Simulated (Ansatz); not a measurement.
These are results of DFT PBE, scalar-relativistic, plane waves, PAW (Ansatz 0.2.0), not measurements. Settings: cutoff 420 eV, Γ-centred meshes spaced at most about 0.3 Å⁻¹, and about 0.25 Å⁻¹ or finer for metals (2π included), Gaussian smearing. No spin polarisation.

Temperature and zero-point effects are left out.

**Question.** Order these relaxed structures of TaN by energy, lowest first, with the energy over the lowest of them.
A.

```xyz
2
Lattice="2.9502 0.0000 0.0000 -1.4751 2.5549 0.0000 0.0000 0.0000 2.8978" Properties=species:S:1:pos:R:3 pbc="T T T"
Ta    0.0000    0.0000    1.4489
N     1.4751    0.8516    0.0000
```

B.

```xyz
2
Lattice="0.0000 2.2086 2.2086 2.2086 0.0000 2.2086 2.2086 2.2086 0.0000" Properties=species:S:1:pos:R:3 pbc="T T T"
Ta    2.2086    2.2086    2.2086
N     0.0000    0.0000    0.0000
```

C.

```xyz
6
Lattice="5.2636 0.0000 0.0000 -2.6318 4.5584 0.0000 0.0000 0.0000 2.9218" Properties=species:S:1:pos:R:3 pbc="T T T"
Ta    0.0000    0.0000    0.0000
Ta    0.0000    3.0389    1.4609
Ta    2.6318    1.5195    1.4609
N     2.6318    0.0000    0.0000
N     1.3159    2.2792    0.0000
N    -1.3159    2.2792    0.0000
```

D.

```xyz
4
Lattice="3.1522 0.0000 0.0000 -1.5761 2.7299 0.0000 0.0000 0.0000 6.1043" Properties=species:S:1:pos:R:3 pbc="T T T"
Ta    0.0000    1.8199    0.1559
Ta    1.5761    0.9100    3.2080
N     0.0000    1.8199    2.1333
N     1.5761    0.9100    5.1854
```

**Answer.** A (0 meV/atom), B (308 meV/atom), D (378 meV/atom), C (417 meV/atom). Forms: A tungsten carbide type, P-6m2; B rock salt type, Fm-3m; D wurtzite type, P6_3mc; C P6/mmm. Counting N atoms around Ta (those within 1.25 times the shortest such distance or 1.15 times the sum of covalent radii): A has Ta 6; B has Ta 6; D has Ta 4; C has Ta 6. Origin: A and C, each reached from a cell as deposited in COD; B, reached from a cell as deposited in COD, among other starts; D, invented, matching a COD cell. Shaken at random and relaxed again, A came back. The lowest form computed isn't among them: it has space group P-62m (No. 189), 11.5 Å³/atom, is reached from a Materials Project cell and lies 31 meV/atom below the best shown.

Spin–orbit coupling, which can matter for Ta, is left out. Cells without such a test can be saddle points. Some structure types and database cells were kept out of the candidates from the start, so a known form may be missing.
